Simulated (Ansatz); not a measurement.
Crystal: BaTiO3 (Barioperovskite).

```
Ba Ti O
1.0
     3.98550    0.00000    0.00000
     0.00000    2.83690    2.84515
     0.00000   -2.83690    2.84515
Ba Ti O
1 1 3
Cartesian
  0.0000 0.0000 0.0000
  1.9928 0.0000 2.9157
  1.9928 1.3804 4.2594
  1.9928 -1.3804 4.2594
  0.0000 0.0000 2.7735
```

Base run:

```yaml
Program: Ansatz 0.2.0
Functional: PBEsol
Potentials_or_basis: all-electron LAPW, scalar-relativistic
Cutoff: 386 eV
Density_cutoff: 1545 eV
Basis_error_allowed: 0.002 eV/atom
k_mesh: 7 × 7 × 7
Occupations: fermi-dirac, width 0.05 eV
Spin: no spin polarisation
```

Its results: band gap on the k mesh 1.94 eV, indirect (least direct gap 2.03 eV); pressure -3.9 GPa; largest force 0.290 eV/Å.

Task: The run is repeated on the same cell with these changes: functional from PBEsol to LDA. What comes out?

Result: Band gap on the k mesh 1.90 eV, indirect (least direct gap 1.99 eV); pressure -8.6 GPa; largest force 0.319 eV/Å.

LDA binds more tightly than PBEsol, so the same cell stands under less pressure.

Caveats: spin-orbit coupling is left out, which moves the levels of the heavy elements.

A k mesh can miss the band edges.

Not every run made on this cell is shown here.
